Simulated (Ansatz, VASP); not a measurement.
## One calculation of MgO, two programs

```xyz
2
Lattice="3.0262 0.0000 0.0000 -1.5131 2.6207 0.0000 0.0000 0.0000 2.7601" Properties=species:S:1:pos:R:3 pbc="T T T"
Mg    0.0000    0.0000    0.0000
O     0.0000    1.7472    1.3800
```

Change from the starting cell: strain +0.030 along x and y, +0.030 along z, atoms carried along.

Alike in both runs: task single point; functional PBE; k mesh 9 × 9 × 8; occupations gaussian, width 0.05 eV; no spin polarisation.

```csv
,VASP,Ansatz
version,VASP 6.6.1,Ansatz 0.2.0
potentials or method,"VASP PAW PBE potentials, release 64 (Mg, O)","scalar-relativistic, plane waves, PAW"
plane-wave cutoff (eV),520,420
valence electrons in the cell,8,16
```

|  | VASP | Ansatz | Ansatz less VASP |
| --- | --- | --- | --- |
| gap on the k mesh at the Fermi level (eV) | 2.37 | 2.39 | +0.022 |
| least direct gap on the mesh (eV) | 2.75 | 2.77 | +0.019 |
| pressure (GPa) | -10.8 | -10.2 | +0.59 |
| largest component of the traceless stress (GPa) | 1.73 | 1.66 | -0.070 |

The functional is the same, so the differences come from potentials, cutoffs and numerics. The two sets of potentials don't hold the same shells in valence.

Caveats: an odd mesh through Γ misses points on the zone boundary, where band edges often lie.
